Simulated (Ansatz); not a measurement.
**Pt: relativistic levels of theory**

What happens to Pt at a fixed cell under these changes: no relativity; spin-orbit coupling on?

Computed with Ansatz 0.2.0 (DFT, at the level named in each step, unless a step's input says otherwise).

## (1) The structure to begin with

Symmetry: Fm-3m, No. 225, cubic system. Conventional cell: a = 3.943 Å, b = 3.943 Å, c = 3.943 Å, α = 90.00°, β = 90.00°, γ = 90.00°. Around Pt (site symmetry m-3m) lie 12 Pt at 2.79 Å.

Structure file:

```cif
data_structure
_symmetry_space_group_name_H-M 'Fm-3m'
_symmetry_Int_Tables_number 225
_cell_length_a 3.9432
_cell_length_b 3.9432
_cell_length_c 3.9432
_cell_angle_alpha 90.000
_cell_angle_beta 90.000
_cell_angle_gamma 90.000
_cell_volume 61.31
loop_
_atom_site_label
_atom_site_type_symbol
_atom_site_symmetry_multiplicity
_atom_site_Wyckoff_symbol
_atom_site_fract_x
_atom_site_fract_y
_atom_site_fract_z
_atom_site_occupancy
Pt1 Pt 4 a 0.00000 0.00000 0.00000 1
```

The file gives the conventional cell by its symmetry; the runs use the cell typed in the input.

The cell is one relaxed in the Materials Project, used as it stands.

## (2) No relativity, LAPW

Contents of input.yaml:

```yaml
crystal:
  lattice:
    - [0.0, 1.9715751809, 1.9715751809]
    - [1.9715751809, 0.0, 1.9715751809]
    - [1.9715751809, 1.9715751809, 0.0]
  atoms:
    - { symbol: Pt, position: [0.0, 0.0, 0.0] }
kpoints:
  mp_grid: { grid: [16, 16, 16] }
  band_path:
    path:
      - [0.0, 0.0, 0.0]
      - [0.5, 0.0, 0.5]
      - [0.625, 0.25, 0.625]
      - [0.375, 0.375, 0.75]
      - [0.0, 0.0, 0.0]
      - [0.5, 0.5, 0.5]
      - [0.5, 0.25, 0.75]
      - [0.5, 0.0, 0.5]
    npoints: 5
scf:
  occupations: { method: fermi_dirac, width: 0.05 }
hamiltonian:
  xc: lda
  pseudopotentials:
    kind: all_electron
    lapw: { basis_error: 0.00025 }
    relativity: none
output:
  forces: true
  stress: true
  eigenvalues: true
```

## (3) Spin-orbit coupling on, LAPW

input.yaml: that of step 2 with these lines changed.

```diff
@@ -24,6 +24,3 @@
   xc: lda
-  pseudopotentials:
-    kind: all_electron
-    lapw: { basis_error: 0.00025 }
-    relativity: none
+  pseudopotentials: { kind: all_electron, lapw: { basis_error: 0.00025 } }
 output:
@@ -32 +29,4 @@
   eigenvalues: true
+magnetization:
+  noncollinear: true
+  spin_orbit: true
```

## (4) Spin-orbit coupling on, PAW

input.yaml: that of step 3 with these lines changed.

```diff
@@ -24,3 +24,3 @@
   xc: lda
-  pseudopotentials: { kind: all_electron, lapw: { basis_error: 0.00025 } }
+  pseudopotentials: { kind: paw_fr }
 output:
@@ -29,2 +29,3 @@
   eigenvalues: true
+  efg: { contact_densities: true }
 magnetization:
```

(Steps that only read results are left out.)

Before running it: what results should come out? Wanted: pressure, no relativity, LAPW; pressure, spin-orbit coupling on, LAPW.

**Answer**, as computed:

```
                              quantity      value
         pressure, no relativity, LAPW  22.45 GPa
pressure, spin-orbit coupling on, LAPW  -9.77 GPa
```

In words: Going from no relativity to the run with spin-orbit coupling (scalar and spin-orbit effects together) moves the pressure by -32.22 GPa; the heaviest element has Z = 78. With spin-orbit coupling, PAW lies less than 0.01 GPa from LAPW in pressure.
